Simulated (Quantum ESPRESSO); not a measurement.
## NiO in Quantum ESPRESSO: the effect of functional

NiO:

```xyz
2
Lattice="0.0000 2.0913 2.0913 2.0913 0.0000 2.0913 2.0913 2.0913 0.0000" Properties=species:S:1:pos:R:3 pbc="T T T"
Ni    0.0000    0.0000    0.0000
O     2.0913    2.0913    2.0913
```

Alike in all runs:

* Program: Quantum ESPRESSO 7.5
* Task: phonons
* Cutoff: 1333 eV
* Density cutoff: 5333 eV
* k mesh: 4 × 4 × 4, shifted
* Occupations: fermi-dirac, width 0.05 eV
* Spin: collinear spin, ferromagnetic start
* Starting moments: [1.0, 0.0] μB

Each run relaxes the cell or the atoms first.

```tsv
functional	potentials or basis	relaxed volume (Å³/atom)
LDA	PseudoDojo 0.4.1 SR LDA standard	?
PBE	PseudoDojo 0.4.1 SR PBE standard	9.01
PBEsol	PseudoDojo 0.4.1 SR PBEsol standard	8.58
PW91	PseudoDojo 0.4.1 SR PBE standard	8.98
revPBE	PseudoDojo 0.4.1 SR PBE standard	9.22
BLYP	PseudoDojo 0.4.1 SR PBE standard	9.41
```

Task: What does the run with functional LDA give?

Result: Relaxed volume 8.27 Å³/atom.

Caveats: all runs use coarse meshes; the mesh is thin for the phonons of a metal; a cell with one magnetic atom can't hold antiferromagnetic order, which such compounds often take; the potentials were made for another functional, which shifts forces and pressure (some runs); before the sum rule the acoustic modes lie tens of cm⁻¹ from zero, a sign that the density grid also shifts the optical modes (some runs); the acoustic modes lie far from zero, so the frequencies are unreliable (some runs).
